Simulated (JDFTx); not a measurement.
NiO under changes of volume

One of the cells (9.076 Å³/atom); the others are scaled copies at fixed shape and fractional positions:

```
CELL_PARAMETERS angstrom
0.00000 2.08590 2.08590
2.08590 0.00000 2.08590
2.08590 2.08590 0.00000
ATOMIC_POSITIONS crystal
Ni 0.00000 0.00000 0.00000
O 0.50000 0.50000 0.50000
```

```yaml
Program: JDFTx 1.7.0 (patched build)
Functional: PBE
Potentials_or_basis: PseudoDojo-SR-PBE-0.5-standard with smoothed tails
Cutoff: 1333 eV
Density_cutoff: 10667 eV
k_mesh: 11 × 11 × 11
Occupations: fermi-dirac, width 0.05 eV
Spin: collinear spin, ferromagnetic start
Starting_moments: "[1.0, 0.0] μB"
```

| volume (Å³/atom) | energy over the lowest point (meV/atom) | pressure (GPa) | moment (μB per cell) |
| --- | --- | --- | --- |
| 8.531 | 48.70 | 19.0 | 1.63 |
| 8.713 | ? | ? | ? |
| 8.894 | 15.18 | 10.1 | 1.79 |
| 9.076 | 5.74 | 6.0 | 1.83 |
| 9.257 | 0.84 | 2.3 | 1.86 |
| 9.439 | 0.00 | -1.1 | 1.89 |
| 9.620 | 2.82 | -4.2 | 1.92 |

Q: What does the run at 8.713 Å³/atom give?

A: Energy over the lowest point 29.54 meV/atom; pressure 14.5 GPa; moment 1.73 μB per cell.

Worked out: A Birch-Murnaghan fit of order 3 (a polynomial in V^(-2/3)) to the other rows has its minimum at 9.39 Å³/atom with B0 = V·E''(V) = 175 GPa and B' = 3.3. It gives 29.27 meV/atom at 8.713 Å³/atom, against the run's 29.54, and -dE/dV = 14.7 GPa, against 14.5. A parabola through the other rows of the moment, of slope 0.391 μB per Å³/atom there, gives 1.71 μB, against the run's 1.73.

Energies are extrapolated to zero smearing.

Caveats: a cell with one magnetic atom can't hold antiferromagnetic order, which such compounds often take.
